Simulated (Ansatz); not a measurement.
## Dielectric response of BaZrO3 (001), BaO faces films: cost of one run

Ansatz 0.2.0; plane-wave DFT, PBE, Ansatz PAW (set soft_1); PAW set soft_1. The cell holds 27 atoms.

The input, input.yaml:

```yaml
crystal:
  lattice:
    - [4.19, 0.0, 0.0]
    - [0.0, 4.19, 0.0]
    - [0.0, 0.0, 38.95]
  atoms:
    - { symbol: Ba, position: [0.0, 0.0, 0.2312428361] }
    - { symbol: O, position: [0.5, 0.5, 0.227671835] }
    - { symbol: Zr, position: [0.5, 0.5, 0.280499189] }
[... 18 atom lines left out ...]
    - { symbol: O, position: [0.5, 0.5, 0.6635359589] }
    - { symbol: Zr, position: [0.5, 0.5, 0.7195008141] }
    - { symbol: O, position: [0.0, 0.5, 0.7187932241] }
    - { symbol: O, position: [0.5, 0.0, 0.7187932241] }
    - { symbol: Ba, position: [0.0, 0.0, 0.768757168] }
    - { symbol: O, position: [0.5, 0.5, 0.7723281689] }
kpoints:
  mp_grid: { grid: [6, 6, 1] }
hamiltonian:
  xc: pbe
  pseudopotentials: { kind: paw, azcp: { folder: soft_1 } }
scf:
  occupations: { method: fixed }
  convergence: { dr2_threshold: 1.0e-10 }
efield:
  axis: 3
  dipole_correction: true
  ramp_position: 0.97
  ramp_width: 0.06
  amplitude: -0.03
relax:
  f_tol: 0.0006
  max_steps: 70
output:
  write_potential: true
  write_density: true
  volumetric_format: npy
```

Run with:

```console
> ansatz run input.yaml --threads 4 --pin off --max-ram 8192MiB --backend cpu --events-out ev --progress --plain --runs-dir out
```

The cutoff in use is 420 eV. For reference, a run of the same kind (17 atoms, 10 k-points, 85 bands and 10,371 plane waves; 66 SCF cycles) took 2 min and 1.4 GiB on the same hardware.

**Question.** How long does this run take on 4 threads of Arm Neoverse V1, shared host, and how much memory does it need?

A cutoff of 420 eV is a sphere of radius 10.5 Å⁻¹, so a cell of 684 Å³ holds about V·G³/6π² = 13,364 plane waves. At two electrons a band, the 216 electrons need 108 bands, and 27 more are carried. Symmetry cuts the 6×6×1 mesh from 36 to 10 points. The run has 10 k-points, 135 bands and 13,215 plane waves. Taking the work of a cycle as k-points × spins × bands × plane waves, that is 2 times the reference, or 4.1 min at the reference's 66 cycles. The run needed 78 SCF cycles over 9 ionic steps, which makes it about 4.8 min. One copy of the wavefunctions takes 0.27 GiB at 16 bytes a coefficient, against 0.13 GiB in the reference; grids, projectors and work arrays come on top. Measured: about 4.3 min, with a peak of 2.2 GiB. The estimate holds within 25 %.

[Logs are printed without paths, hosts, clocks, repeated set-up lines and the standing remarks that a program may print on its own settings, such as how far it seeks lower states.]

[Hosts, paths, dates, database ids (printed as entryN), source tags and the programs' standing remarks are cut or masked in the printed files.]

[Maps of the electrostatic potential energy from Ansatz leave out the sawtooth potential of an applied field or a dipole correction, so their vacuum need not be flat; planar profiles and work functions include it.]
